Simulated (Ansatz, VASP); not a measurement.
# One calculation of MgH2, two programs

```
Mg H
1.0
     0.00000    2.38107    2.38107
     2.38107    0.00000    2.38107
     2.38107    2.38107    0.00000
Mg H
1 2
Direct
  0.00000 0.00000 0.00000
  0.25000 0.25000 0.25000
  0.75000 0.75000 0.75000
```

Measurements of this composition are mostly on another form, of space group No. 136.

Alike in both runs: task single point; functional PBE; k mesh 10 × 10 × 10; occupations fermi-dirac, width 0.05 eV; no spin polarisation.

```csv
,VASP,Ansatz
version,VASP 6.6.1,Ansatz 0.2.0
potentials or method,"VASP PAW PBE potentials, release 64 (Mg, H)",Ansatz PAW
plane-wave cutoff (eV),520,420
valence electrons in the cell,4,12
```

```tsv
	VASP	Ansatz	Ansatz less VASP
gap on the k mesh at the Fermi level (eV)	none	none	-
pressure (GPa)	-0.5	-0.1	+0.39
```

A gap of «none» marks a metal or a gap that the smearing closes. The functional is the same, so the differences come from potentials, cutoffs and numerics. The two sets of potentials don't hold the same shells in valence.
